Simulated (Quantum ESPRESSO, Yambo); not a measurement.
# A GW run on BN (Qingsongite) in Yambo, with inputs changed

A base run on BN (Qingsongite), then changed inputs.

Program: Yambo 5.3.0. Level of theory: PBE and many-body steps on it, plane waves. Results are calculated unless marked as measured.

### Step 1. Set-up

It takes space group F-43m (No. 216, cubic). Conventional cell: a = 3.615 Å, b = 3.615 Å, c = 3.615 Å, α = 90.00°, β = 90.00°, γ = 90.00°. Nearest to B lie 4 N at 1.57 Å. Nearest to N lie 4 B at 1.57 Å. Farther neighbours and most contacts between anions are not listed.

Coordinates:

```cif
data_structure
_symmetry_space_group_name_H-M 'P 1'
_symmetry_Int_Tables_number 1
_cell_length_a 2.5562
_cell_length_b 2.5562
_cell_length_c 2.5562
_cell_angle_alpha 60.000
_cell_angle_beta 60.000
_cell_angle_gamma 60.000
_cell_volume 11.81
loop_
_atom_site_label
_atom_site_type_symbol
_atom_site_fract_x
_atom_site_fract_y
_atom_site_fract_z
_atom_site_occupancy
B1 B 0.00000 0.00000 0.00000 1
N2 N 0.25000 0.25000 0.25000 1
```

The cell and positions come from the Crystallography Open Database and are kept as given unless a step says otherwise.

### Step 2. Base

This step: Yambo 5.3.0; G0W0 on PBE, plane waves, norm-conserving pseudopotentials.

Now the one-shot GW correction: screening in the RPA, then the self-energy of the levels asked for.

gw2.in

```
HF_and_locXC
gw0
dyson
ppa
em1d
rim_cut
RandQpts= 1000000
RandGvec= 1 RL
EXXRLvcs= 72 Ry
VXCRLvcs= 288 Ry
Chimod= "HARTREE"
% BndsRnXp
 1 | 34 |
%
NGsBlkXp= 10.5 Ry
% LongDrXp
 1 | 1 | 1 |
%
% GbndRnge
 1 | 34 |
%
DysSolver= "n"
ExtendOut
PPAPntXp= 27.21138 eV
% QPkrange
 1 | 1 | 3 | 6 |
 21 | 21 | 3 | 6 |
%
```

Launch:

```
OMP_NUM_THREADS=1 mpirun -n 4 yambo -F gw2.in -J gw2 -C gw2 > gw2.log
```

What it wrote:

```text
 Yambo, version 5.3.0

 [02] CORE Variables Setup
 =========================

  [... cell, symmetries and grids as in the set-up ...]

  [02.05] Energies & Occupations
  ==============================

  [X] === General ===
  [X] Electronic Temperature                        :  0.000000  0.000000 [eV K]
  [X] Bosonic    Temperature                        :  0.000000  0.000000 [eV K]
  [X] Finite Temperature mode                       : no
  [X] El. density                                   :  0.67737E+24 [cm-3]
  [X] Fermi Level                                   :  11.15554 [eV]

  [X] === Gaps and Widths ===
  [X] Conduction Band Min                           :  4.534823 [eV]
  [X] Valence Band Max                              :  0.000000 [eV]
  [X] Filled Bands                                  :   4
  [X] Empty Bands                                   :    5   79
  [X] Direct Gap                                    :  8.878135 [eV]
  [X] Direct Gap localized at k                     :  1
  [X] Indirect Gap                                  :  4.534823 [eV]
  [X] Indirect Gap between kpts                     :   1  21
  [X] Last valence band width                       :  6.499738 [eV]
  [X] 1st conduction band width                     :  6.083197 [eV]

 [03] Transferred momenta grid and indexing
 ==========================================

 IBZ Q-points                                      :  29
 BZ  Q-points                                      :   512

 K/Q-points units:
 rlu = crystal or reduced units; cc = cartesian coordinates; iku = interal k-units

 Q [ 1]         [rlu]:  0.000000  0.000000  0.000000
 Q [ 2]         [rlu]: -0.19961E-16 -0.19961E-16  0.12500
 Q [ 3]         [rlu]:  0.53430E-17  0.53430E-17  0.25000
 Q [ 4]         [rlu]: -0.70741E-17 -0.70741E-17  0.37500
 Q [ 5]         [rlu]: -0.10686E-16 -0.10686E-16 -0.50000
 Q [ 6]         [rlu]: -0.13995E-17  0.12500      0.12500
 Q [ 7]         [rlu]: -0.48728E-17  0.12500      0.25000
 Q [ 8]         [rlu]: -0.22413E-16  0.12500      0.37500
 Q [ 9]         [rlu]: -0.67428E-16  0.12500      0.50000
 Q [10]         [rlu]:  0.44825E-16  0.12500     -0.37500
     [... 17 further rows ...]
 Q [28]         [rlu]:  0.125000 -0.500000 -0.375000
 Q [29]         [rlu]:  0.250000 -0.500000 -0.250000

 [04] Coloumb potential Random Integration (RIM)
 ===============================================

  [04.01] RIM initialization
  ==========================

  * Diagonal components only detected *

  8 x (sBL volume)        :  0.048629 [a.u.]
  sBZ random points       :  1000000
  Points outside the sBZ  :   7987327
  RL volume               :  3.112276 [a.u.]
  Integrated volume       :  3.117214 [a.u.]

  [04.02] RIM integrals
  =====================

  Gamma point sphere radius             :  0.066209 [a.u.]
  Points outside the sphere             :   799513
  [Int_sBZ(q=0) 1/q^2]*(Vol_sBZ)^(-1/3) =:  7.764325
                                 should be <:  7.795600

  Summary of Coulomb integrals for non-metallic bands |Q|[au] RIM/Bare

  Q [1] 0.100000E-4 0.995988 * Q [2] 0.199133 1.066654
  Q [6] 0.229939 1.065697 * Q [12] 0.325183 1.027401
  Q [7] 0.381311 1.020783 * Q [3] 0.398266 1.018268
  Q [13] 0.459878 1.014976 * Q [11] 0.501141 1.012108
  Q [22] 0.514159 1.011863 * Q [8] 0.563233 1.010068
  Q [14] 0.597399 1.009284 * Q [4] 0.597399 1.009027
[...]
Q [27] 0.829057 1.005405 * Q [24] 0.860353 1.005108
  Q [26] 0.883098 1.005043 * Q [21] 0.919756 1.004671
  Q [28] 0.948063 1.004468 * Q [20] 0.975549 1.004343
  Q [29] 1.028319 1.004012

 [WARNING] [Xp] User bands 1-34 break level degeneracy

 [05] Dipoles
 ============

  [05.01] Setup: observables and procedures
  =========================================

 [06] Dynamic Dielectric Matrix (PPA)
 ====================================

 [WR./gw2//ndb.pp]---------------------------------------------------------------
  Brillouin Zone Q/K grids (IBZ/BZ)                :    29   512    29   512
  RL vectors                                       :  1211 [WF]
  Coulomb cutoff potential                         : none
  Electronic Temperature                           :  0.000000 [K]
  Bosonic    Temperature                           :  0.000000 [K]
  PPA    diel. fun.  energies                      : Perdew, Burke & Ernzerhof(X)+Perdew, Burke & Ernzerhof(C)
  wavefunctions                                    : Perdew, Burke & Ernzerhof(X)+Perdew, Burke & Ernzerhof(C)
  Global Gauge                                     : length
  X matrix size                                    :   59
  X band range                                     :    1   34
  X e/h energy range                               : -1.000000 -1.000000 [eV]
  X Time ordering                                  : R
  X Hxc Kernel                                     : HARTREE
  X Drude frequency                                :  0.000000  0.000000
  X poles                                          :  100.0000 [o/o]
  RL vectors in the sum                            :  1211
  [r,Vnl] included                                 : yes
  Field direction                                  :  0.577350E-5  0.577350E-5  0.577350E-5
  BZ energy Double Grid                            : no
  BZ energy DbGd points                            : 0
  BZ Q point size factor                           : -1.000000
  X Optical Averaged directions                    : none

 [07] Local Exchange-Correlation + Non-Local Fock
 ================================================

 [VXC] Plane waves :   6615
 [EXS] Plane waves :   893

 QP @ state[ 1 ] K range:  1  1
 QP @ state[ 1 ] b range:   3   6
 QP @ state[ 2 ] K range:  21  21
 QP @ state[ 2 ] b range:   3   6

 [xc] Functional : Perdew, Burke & Ernzerhof(X)+Perdew, Burke & Ernzerhof(C)
 [xc] LIBXC used to calculate xc functional
  PP Number of Atomic Species                      :  2
  NLCC RL compoments                               :   6615
  PP Number of Atomic Species                      :  2
  NLCC RL compoments                               :   6615

 [xc] E_xc :  -3.728796 [Ha]
      E_xc :  -7.457591 [Ry]

  Local XC kind (lXC) : Perdew, Burke & Ernzerhof(X)+Perdew, Burke & Ernzerhof(C)
  Non-Local XC kind (nlXC) : Hartree-Fock

  Corrections @ K [1] :  [eV]
 <3|nlXC|3> = -22.01824 -0.98243E-17 <3|lXC|3> = -18.51949 -0.75527E-15
 <4|nlXC|4> = -22.01825  0.13320E-16 <4|lXC|4> = -18.51949  0.94408E-16
 <5|nlXC|5> = -7.186728 -0.45786E-17 <5|lXC|5> = -13.77826  0.94408E-16
 <6|nlXC|6> = -7.186783  0.73712E-18 <6|lXC|6> = -13.77826 -0.18882E-15

  Corrections @ K [21] :  [eV]
 <3|nlXC|3> = -21.61563  0.15629E-16 <3|lXC|3> = -16.49614 -0.94408E-16
 <4|nlXC|4> = -21.61563  0.69161E-17 <4|lXC|4> = -16.49614 -0.18882E-15
 <5|nlXC|5> = -7.432430  0.25398E-17 <5|lXC|5> = -12.56992  0.13313E-15
 <6|nlXC|6> = -6.805022  0.99242E-18 <6|lXC|6> = -12.69598 -0.94408E-16

 [08] Dyson equation: Newton solver
 ==================================

  [08.01] G0W0 (W PPA)
  ====================

  [  GW  ] Bands range     :    1   34
  [GW/PPA] G damping       :  0.100000 [eV]

  QP @ state[ 1 ] K range:  1  1
  QP @ state[ 1 ] b range:   3   6
  QP @ state[ 2 ] K range:  21  21
  QP @ state[ 2 ] b range:   3   6

   Sc/G bands                                       :    1   34
   Sc/G damping                                     :  0.100000 ev
   Sc bands terminator                              : no
   Sx RL components                                 :   893

   QP @ state[ 1 ] K range                          :  1  1
   QP @ state[ 1 ] b range                          :   3   6
   QP @ state[ 2 ] K range                          :  21  21
   QP @ state[ 2 ] b range                          :   3   6
   GF energies kind                                 : Perdew, Burke & Ernzerhof(X)+Perdew, Burke & Ernzerhof(C)
   GF WF`s kind                                     : Perdew, Burke & Ernzerhof(X)+Perdew, Burke & Ernzerhof(C)
   Xs energies kind                                 : Perdew, Burke & Ernzerhof(X)+Perdew, Burke & Ernzerhof(C)
   Xs WF`s kind                                     : Perdew, Burke & Ernzerhof(X)+Perdew, Burke & Ernzerhof(C)

 [11] Game Over & Game summary
```

Wall time 29 s (4 MPI ranks of Arm Neoverse V1, shared host); peak memory 1.2 GiB.

Numbers from this step:

```
G0W0 gap on the points computed              : 5.889 eV
starting gap on the mesh                     : 4.535 eV
k of the valence top                         : 0, 0, 0
k of the conduction bottom                   : 0, -0.5, -0.5
least direct G0W0 gap on the computed points : 10.86 eV
Z at the valence top                         : 0.8297
Z at the conduction bottom                   : 0.8551
```

The gap on the mesh goes from 4.53 eV to 5.89 eV, a correction of +1.35 eV.

### Step 3. Exchange cutoff

gw6.in, as its differences from gw2.in of step 2:

```diff
@@ -8,3 +8,3 @@
 RandGvec= 1 RL
-EXXRLvcs= 72 Ry
+EXXRLvcs= 18 Ry
 VXCRLvcs= 288 Ry
```

Launch:

```
OMP_NUM_THREADS=1 mpirun -n 4 yambo -F gw6.in -J gw6,gw2_W -C gw6 > gw6.log
```

What it wrote:

```text
 Yambo, version 5.3.0

 [02] CORE Variables Setup
 =========================

  [... cell, symmetries and grids as in the set-up ...]

  [02.05] Energies & Occupations
  ==============================

  [X] === General ===
  [X] Electronic Temperature                        :  0.000000  0.000000 [eV K]
  [X] Bosonic    Temperature                        :  0.000000  0.000000 [eV K]
  [X] Finite Temperature mode                       : no
  [X] El. density                                   :  0.67737E+24 [cm-3]
  [X] Fermi Level                                   :  11.15554 [eV]

  [X] === Gaps and Widths ===
  [X] Conduction Band Min                           :  4.534823 [eV]
  [X] Valence Band Max                              :  0.000000 [eV]
  [X] Filled Bands                                  :   4
  [X] Empty Bands                                   :    5   79
  [X] Direct Gap                                    :  8.878135 [eV]
  [X] Direct Gap localized at k                     :  1
  [X] Indirect Gap                                  :  4.534823 [eV]
  [X] Indirect Gap between kpts                     :   1  21
  [X] Last valence band width                       :  6.499738 [eV]
  [X] 1st conduction band width                     :  6.083197 [eV]

 [03] Transferred momenta grid and indexing
 ==========================================

 IBZ Q-points                                      :  29
 BZ  Q-points                                      :   512

 K/Q-points units:
 rlu = crystal or reduced units; cc = cartesian coordinates; iku = interal k-units

 Q [ 1]         [rlu]:  0.000000  0.000000  0.000000
 Q [ 2]         [rlu]: -0.19961E-16 -0.19961E-16  0.12500
 Q [ 3]         [rlu]:  0.53430E-17  0.53430E-17  0.25000
[...]
Q [ 8]         [rlu]: -0.22413E-16  0.12500      0.37500
 Q [ 9]         [rlu]: -0.67428E-16  0.12500      0.50000
 Q [10]         [rlu]:  0.44825E-16  0.12500     -0.37500
     [... 17 further rows ...]
 Q [28]         [rlu]:  0.125000 -0.500000 -0.375000
 Q [29]         [rlu]:  0.250000 -0.500000 -0.250000

 [04] Coloumb potential Random Integration (RIM)
 ===============================================

 Summary of Coulomb integrals for non-metallic bands |Q|[au] RIM/Bare

 Q [1] 0.100000E-4 0.995988 * Q [2] 0.199133 1.066654
 Q [6] 0.229939 1.065697 * Q [12] 0.325183 1.027401
 Q [7] 0.381311 1.020783 * Q [3] 0.398266 1.018268
[...]
Q [26] 0.883098 1.005043 * Q [21] 0.919756 1.004671
 Q [28] 0.948063 1.004468 * Q [20] 0.975549 1.004343
 Q [29] 1.028319 1.004012

 [WARNING] [Xp] User bands 1-34 break level degeneracy

 [05] Dipoles
 ============

  [05.01] Setup: observables and procedures
  =========================================

 [06] Dynamic Dielectric Matrix (PPA)
 ====================================

   Sc/G bands                                       :    1   34
   Sc/G damping                                     :  0.100000 ev
   Sc bands terminator                              : no
   Sx RL components                                 :  137

   QP @ state[ 1 ] K range                          :  1  1
   QP @ state[ 1 ] b range                          :   3   6
   QP @ state[ 2 ] K range                          :  21  21
   QP @ state[ 2 ] b range                          :   3   6
   GF energies kind                                 : Perdew, Burke & Ernzerhof(X)+Perdew, Burke & Ernzerhof(C)
   GF WF`s kind                                     : Perdew, Burke & Ernzerhof(X)+Perdew, Burke & Ernzerhof(C)
   Xs energies kind                                 : Perdew, Burke & Ernzerhof(X)+Perdew, Burke & Ernzerhof(C)
   Xs WF`s kind                                     : Perdew, Burke & Ernzerhof(X)+Perdew, Burke & Ernzerhof(C)

 [11] Game Over & Game summary
```

It took 8.2 s on 4 MPI ranks; peak memory 1.2 GiB.

Numbers from this step:

```yaml
g0w0_gap_on_the_points_computed: 5.757 eV
starting_gap_on_the_mesh: 4.535 eV
k_of_the_valence_top: 0, 0, 0
k_of_the_conduction_bottom: 0, -0.5, -0.5
least_direct_g0w0_gap_on_the_computed_points: 10.74 eV
z_at_the_valence_top: 0.8297
z_at_the_conduction_bottom: 0.8551
```

(Part 1 of 2 ends here.)

[Paths, hosts, dates, memory and timing lines, banners, echoed tables and standing remarks are left out of the program output.]

[Logs are printed without paths, hosts, clocks, repeated set-up lines and the standing remarks that a program may print on its own settings, such as how far it seeks lower states.]

[Runs of the session that timed out or met a known fault of the program may be left out.]

[Hosts, paths, dates, database ids (printed as entryN), source tags and the programs' standing remarks are cut or masked in the printed files.]
